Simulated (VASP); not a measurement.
BaH2 under changes of volume

One of the cells (17.749 Å³/atom); the others are scaled copies at fixed shape and fractional positions:

```xyz
6
Lattice="4.4916 0.0000 0.0000 -2.2458 3.8898 0.0000 0.0000 0.0000 6.0954" Properties=species:S:1:pos:R:3 pbc="T T T"
Ba    0.0000    2.5932    1.5238
Ba    2.2458    1.2966    4.5715
H     0.0000    0.0000    0.0000
H     0.0000    0.0000    3.0477
H     2.2458    1.2966    1.5238
H     0.0000    2.5932    4.5715
```

The cell comes from a database or a generator and needn't be the stable form of this composition.

| Property | Result |
| --- | --- |
| Program | VASP 6.6.1 |
| Functional | PBEsol |
| Potentials or basis | VASP PAW PBE potentials, release 64 (Ba_sv, H) |
| Cutoff | 520 eV |
| k mesh | 7 × 7 × 5 |
| Occupations | fermi-dirac, width 0.05 eV |
| Spin | no spin polarisation |

| volume (Å³/atom) | energy over the lowest point (meV/atom) | pressure (GPa) | gap on the mesh (eV) |
| --- | --- | --- | --- |
| 16.357 | 0.16 | 0.4 | 1.68 |
| 16.705 | 0.00 | -0.4 | 1.67 |
| 17.053 | 1.50 | -1.1 | 1.66 |
| 17.749 | 8.83 | -2.3 | 1.65 |
| 18.097 | 14.39 | -2.9 | 1.64 |
| 18.445 | ? | ? | ? |

Task: What does the run at 18.445 Å³/atom give?

Result: Energy over the lowest point 21.05 meV/atom; pressure -3.4 GPa; gap on the mesh 1.64 eV.

Worked out: A Birch-Murnaghan fit of order 3 (a polynomial in V^(-2/3)) to the other rows has its minimum at 16.56 Å³/atom with B0 = V·E''(V) = 38 GPa and B' = 3.9 at fixed shape and positions, which overstates the stiffness. It gives 21.05 meV/atom at 18.445 Å³/atom, against the run's 21.05, and -dE/dV = -3.3 GPa, against -3.4. A straight line through the other rows of the gap, of slope -0.375 eV per unit of ln V, extrapolates to 1.63 eV, against the run's 1.64.

Energies are extrapolated to zero smearing.

Caveats: the PAW data sets were made with another functional, which shifts forces and pressure a little; spin-orbit coupling is left out, which moves the levels of the heavy elements; an odd mesh through Γ misses points on the zone boundary, where band edges often lie.
